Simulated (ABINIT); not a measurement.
# SiO2 (P4_2/mnm) in ABINIT: equation of state

Aim: energy against volume of SiO2 in PBE, for its equilibrium volume and stiffness.

Everything below comes from runs of ABINIT 10.8.3 (patched build). Logs are shortened: lines on timing, memory, paths and dates and some standing lists are left out, and cuts for length are marked. The log counts tension as positive stress, the text compression.

## Step 1: Starting point

The structure is tetragonal, space group P4_2/mnm (No. 136). Conventional cell: a = 4.233 Å, b = 4.233 Å, c = 2.693 Å, α = 90.00°, β = 90.00°, γ = 90.00°. Si (site symmetry mmm) is surrounded by 6 O at 1.78 to 1.84 Å. O (site symmetry m2m) has 3 Si at 1.78 to 1.84 Å as nearest neighbours.

The cell comes from a database or a generator and needn't be the stable form of this composition.

## Step 2: Equation of state, PBE

run.abi reads:

```
# Datasets: one volume each
ndtset 7
getwfk -1
scalecart1 3*0.9795861087
scalecart2 3*0.9864848297
scalecart3 3*0.9932883884
scalecart4 3*1.0000000000
scalecart5 3*1.0066227096
scalecart6 3*1.0131594038
scalecart7 3*1.0196128224

# Pseudopotentials
pp_dirpath "./"
pseudos "Si.GGA_PBE-JTH.xml, O.GGA_PBE-JTH.xml"

# Structure
acell 3*1.0
rprim
     7.9995300493     0.0000000000     0.0000000000
     0.0000000000     7.9995300493     0.0000000000
     0.0000000000     0.0000000000     5.0899678680
ntypat 2
znucl 14 8
natom 6
typat 1 1 2 2 2 2
xred
     0.0000000000     0.0000000000     0.0000000000
     0.5000000000     0.5000000000     0.5000000000
     0.8068390000     0.1931610000     0.5000000000
     0.3068390000     0.3068390000     0.0000000000
     0.1931610000     0.8068390000     0.5000000000
     0.6931610000     0.6931610000     0.0000000000

# Plane-wave basis
ecut 23.0
pawecutdg 45.0
pawxcdev 0

# k points
kptopt 1
ngkpt 6 6 10
nshiftk 1
shiftk 0.0 0.0 0.0

# Exchange and correlation
ixc 11

# Bands and occupations
nband 20
occopt 3
tsmear 0.00183747

# SCF cycle
nstep 100
tolvrs 1.0e-9

# Output
iomode 3
prtwf 1
prtden 0
prteig 0
prtebands 0
```

Potentials or basis: JTH PAW PBE v2.0.

Launch:

```
$ abinit run.abi > log 2>&1
```

run.abo:

```text
.Version 10.8.3 of ABINIT
 DATASET    1 : space group P4_2/m n m (#136); Bravais tP (primitive tetrag.)
================================================================================
 Values of the parameters that define the memory need for DATASET  1.
     intxc =       0    ionmov =       0      iscf =      17    lmnmax =       8
     lnmax =       4     mgfft =      36  mpssoang =       2    mqgrid =    3001
     natom =       6  nloc_mem =       2    nspden =       1   nspinor =       1
    nsppol =       1      nsym =      16    n1xccc =       1    ntypat =       2
    occopt =       3   xclevel =       2
       mpw =        1630          nfft =       31104          nkpt =          60
 PAW method is used; the additional fine FFT grid is defined by:
   mgfftf=        48    nfftf =     73728
================================================================================
================================================================================
[... 71 lines left out ...]
 DATASET    7 : space group P4_2/m n m (#136); Bravais tP (primitive tetrag.)
================================================================================
 Values of the parameters that define the memory need for DATASET  7.
     intxc =       0    ionmov =       0      iscf =      17    lmnmax =       8
     lnmax =       4     mgfft =      36  mpssoang =       2    mqgrid =    3001
     natom =       6  nloc_mem =       2    nspden =       1   nspinor =       1
    nsppol =       1      nsym =      16    n1xccc =       1    ntypat =       2
    occopt =       3   xclevel =       2
       mpw =        1847          nfft =       31104          nkpt =          60
 PAW method is used; the additional fine FFT grid is defined by:
   mgfftf=        50    nfftf =     80000
================================================================================
================================================================================

--------------------------------------------------------------------------------
------------- Echo of variables that govern the present computation ------------
--------------------------------------------------------------------------------
 -outvars: echo values of preprocessed input variables --------
            acell      1.0000000000E+00  1.0000000000E+00  1.0000000000E+00 Bohr
              amu      2.80855000E+01  1.59994000E+01
             ecut      2.30000000E+01 Hartree
           getwfk          -1
                       outvar_i_n : Printing only first  50 k-points.
              ixc          11
           jdtset        1    2    3    4    5    6    7
                       outvar_i_n : Printing only first  50 k-points.
         kptrlatt        6    0    0      0    6    0      0    0   10
          kptrlen1     4.70173711E+01
          kptrlen2     4.73484902E+01
          kptrlen3     4.76750419E+01
          kptrlen4     4.79971803E+01
          kptrlen5     4.83150517E+01
          kptrlen6     4.86287946E+01
          kptrlen7     4.89385405E+01
            natom           6
            nband          20
           ndtset           7
            ngfft          36      36      24
          ngfftdg1         48      48      32
          ngfftdg2         48      48      32
          ngfftdg3         48      48      32
          ngfftdg4         50      50      32
          ngfftdg5         50      50      32
          ngfftdg6         50      50      32
          ngfftdg7         50      50      32
             nkpt          60
            nstep         100
             nsym          16
           ntypat           2
                       prtocc : prtvol=0, do not print more k-points.
           occopt           3
        pawecutdg      4.50000000E+01 Hartree
         pawxcdev           0
           prtden           0
        prtebands           0
           prteig           0
            rprim1     7.8362285124E+00  0.0000000000E+00  0.0000000000E+00
                       0.0000000000E+00  7.8362285124E+00  0.0000000000E+00
                       0.0000000000E+00  0.0000000000E+00  4.9860618172E+00
            rprim2     7.8914150384E+00  0.0000000000E+00  0.0000000000E+00
                       0.0000000000E+00  7.8914150384E+00  0.0000000000E+00
                       0.0000000000E+00  0.0000000000E+00  5.0211760854E+00
            rprim3     7.9458403106E+00  0.0000000000E+00  0.0000000000E+00
                       0.0000000000E+00  7.9458403106E+00  0.0000000000E+00
                       0.0000000000E+00  0.0000000000E+00  5.0558059806E+00
            rprim4     7.9995300493E+00  0.0000000000E+00  0.0000000000E+00
                       0.0000000000E+00  7.9995300493E+00  0.0000000000E+00
                       0.0000000000E+00  0.0000000000E+00  5.0899678680E+00
            rprim5     8.0525086138E+00  0.0000000000E+00  0.0000000000E+00
                       0.0000000000E+00  8.0525086138E+00  0.0000000000E+00
[... 24 lines left out ...]
                       2.8946105282E+00  2.8946105282E+00  0.0000000000E+00
           xangst3     0.0000000000E+00  0.0000000000E+00  0.0000000000E+00
                       2.1023788055E+00  2.1023788055E+00  1.3377086529E+00
                       3.3925624261E+00  8.1219518490E-01  1.3377086529E+00
                       1.2901836206E+00  1.2901836206E+00  0.0000000000E+00
                       8.1219518490E-01  3.3925624261E+00  1.3377086529E+00
[... 52 lines left out ...]
                       2.4708236905E+00  2.4708236905E+00  0.0000000000E+00
                       1.5554306163E+00  6.4970779974E+00  2.5618386235E+00
                       5.5816849232E+00  5.5816849232E+00  0.0000000000E+00
            xcart6     0.0000000000E+00  0.0000000000E+00  0.0000000000E+00
                       4.0523995477E+00  4.0523995477E+00  2.5784744053E+00
                       6.5392679974E+00  1.5655310981E+00  2.5784744053E+00
                       2.4868684496E+00  2.4868684496E+00  0.0000000000E+00
                       1.5655310981E+00  6.5392679974E+00  2.5784744053E+00
                       5.6179306458E+00  5.6179306458E+00  0.0000000000E+00
            xcart7     0.0000000000E+00  0.0000000000E+00  0.0000000000E+00
                       4.0782117057E+00  4.0782117057E+00  2.5948982519E+00
                       6.5809205089E+00  1.5755029026E+00  2.5948982519E+00
                       2.5027088031E+00  2.5027088031E+00  0.0000000000E+00
                       1.5755029026E+00  6.5809205089E+00  2.5948982519E+00
                       5.6537146083E+00  5.6537146083E+00  0.0000000000E+00
             xred      0.0000000000E+00  0.0000000000E+00  0.0000000000E+00
                       5.0000000000E-01  5.0000000000E-01  5.0000000000E-01
                       8.0683900000E-01  1.9316100000E-01  5.0000000000E-01
                       3.0683900000E-01  3.0683900000E-01  0.0000000000E+00
                       1.9316100000E-01  8.0683900000E-01  5.0000000000E-01
                       6.9316100000E-01  6.9316100000E-01  0.0000000000E+00
            znucl       14.00000    8.00000

================================================================================

 chkinp: Checking input parameters for consistency, jdtset=   1.

 chkinp: Checking input parameters for consistency, jdtset=   2.
[... 40 lines left out ...]
 getcut: wavevector=  0.0000  0.0000  0.0000  ngfft=  48  48  32
         ecut(hartree)=     45.000   => boxcut(ratio)=   2.02844

--- Pseudopotential description ------------------------------------------------
- pspini: atom type   1  psp file is ./Si.GGA_PBE-JTH.xml
 Pseudopotential format is: paw10
 basis_size (lnmax)=  4 (lmn_size=  8), orbitals=   0   0   1   1
 Spheres core radius: rc_sph= 1.90944987
 Shapefunction is BESSEL type: shapef(r,l)=aa(1,l)*jl(q(1,l)*r)+aa(2,l)*jl(q(2,l)*r)
 Radius for shape functions =  1.60149249
 Compensation charge density is not taken into account in XC energy/potential

- pspini: atom type   2  psp file is ./O.GGA_PBE-JTH.xml
 Pseudopotential format is: paw10
 basis_size (lnmax)=  4 (lmn_size=  8), orbitals=   0   0   1   1
 Spheres core radius: rc_sph= 1.41465230
 Shapefunction is SIN type: shapef(r)=[sin(pi*r/rshp)/(pi*r/rshp)]**2
 Radius for shape functions =  1.20231231
 Compensation charge density is not taken into account in XC energy/potential

   8.90629175E+02                                ecore*ucvol(ha*bohr**3)
--------------------------------------------------------------------------------

================================================================================

--- !BeginCycle
iteration_state: {dtset: 1, }
solver: {iscf: 17, nstep: 100, nline: 4, wfoptalg: 10, }
tolerances: {tolvrs: 1.00E-09, }
...
[... 1480 lines left out ...]
-Cartesian components of stress tensor (GPa)         [Pressure= -1.7298E+01 GPa]
- sigma(1 1)=  1.57079657E+01  sigma(3 2)=  0.00000000E+00
- sigma(2 2)=  1.57079657E+01  sigma(3 1)=  0.00000000E+00
- sigma(3 3)=  2.04779209E+01  sigma(2 1)=  0.00000000E+00

== END DATASET(S) ==============================================================
================================================================================

 -outvars: echo values of variables after computation  --------
            acell      1.0000000000E+00  1.0000000000E+00  1.0000000000E+00 Bohr
           etotal1    -7.2832931607E+01
           etotal2    -7.2836133404E+01
           etotal3    -7.2837748652E+01
           etotal4    -7.2837948709E+01
           etotal5    -7.2836854996E+01
           etotal6    -7.2834612842E+01
           etotal7    -7.2831326734E+01
            fcart1    -0.0000000000E+00 -1.4456028966E-19 -0.0000000000E+00
                      -0.0000000000E+00 -1.4456028966E-19 -0.0000000000E+00
                      -5.2060898052E-03  5.2060898052E-03 -3.1642644401E-31
                      -5.2060898052E-03 -5.2060898052E-03 -0.0000000000E+00
                       5.2060898052E-03 -5.2060898052E-03  3.1642644401E-31
                       5.2060898052E-03  5.2060898052E-03 -0.0000000000E+00
            fcart2     7.2280144832E-20 -1.4456028966E-19 -0.0000000000E+00
                       7.2280144832E-20 -1.4456028966E-19 -0.0000000000E+00
                      -3.0163743828E-03  3.0163743828E-03 -0.0000000000E+00
                      -3.0163743828E-03 -3.0163743828E-03 -0.0000000000E+00
[... 94 lines left out ...]
                       1.3075035883E+00  1.3075035883E+00  0.0000000000E+00
                       8.2309843475E-01  3.4381056114E+00  1.3556666167E+00
                       2.9537004578E+00  2.9537004578E+00  0.0000000000E+00
           xangst6     0.0000000000E+00  0.0000000000E+00  0.0000000000E+00
                       2.1444374887E+00  2.1444374887E+00  1.3644698932E+00
                       3.4604315978E+00  8.2844337950E-01  1.3644698932E+00
                       1.3159941092E+00  1.3159941092E+00  0.0000000000E+00
                       8.2844337950E-01  3.4604315978E+00  1.3644698932E+00
                       2.9728808682E+00  2.9728808682E+00  0.0000000000E+00
           xangst7     0.0000000000E+00  0.0000000000E+00  0.0000000000E+00
                       2.1580966944E+00  2.1580966944E+00  1.3731610186E+00
                       3.4824731577E+00  8.3372023119E-01  1.3731610186E+00
                       1.3243764633E+00  1.3243764633E+00  0.0000000000E+00
                       8.3372023119E-01  3.4824731577E+00  1.3731610186E+00
                       2.9918169256E+00  2.9918169256E+00  0.0000000000E+00
             xred      0.0000000000E+00  0.0000000000E+00  0.0000000000E+00
                       5.0000000000E-01  5.0000000000E-01  5.0000000000E-01
                       8.0683900000E-01  1.9316100000E-01  5.0000000000E-01
                       3.0683900000E-01  3.0683900000E-01  0.0000000000E+00
                       1.9316100000E-01  8.0683900000E-01  5.0000000000E-01
                       6.9316100000E-01  6.9316100000E-01  0.0000000000E+00
 Calculation completed.
```

Wall time 9.8 min (1 thread of Intel Xeon Platinum 8375C at 2.90GHz (Ice Lake), shared host); peak memory 0.17 GiB.

Results:

| Item | Value |
| --- | --- |
| Equilibrium volume | 7.99 Å³/atom |
| Bulk modulus at fixed shape and positions | 298 GPa |
| Pressure derivative of the bulk modulus | 4.2 |

Energy against volume, from the lowest point:
```tsv
volume (Å³/atom)	energy (meV/atom)
7.562	22.75
7.723	8.23
7.884	0.91
8.044	0.00
8.205	4.96
8.366	15.13
8.527	30.03
```

Caveat: pressures at fixed basis lie under the slope of the energies; the cell was scaled at fixed shape and fractional positions, which overstates the stiffness of a crystal with free parameters, most of all of layers and chains; the atomic spheres overlap.
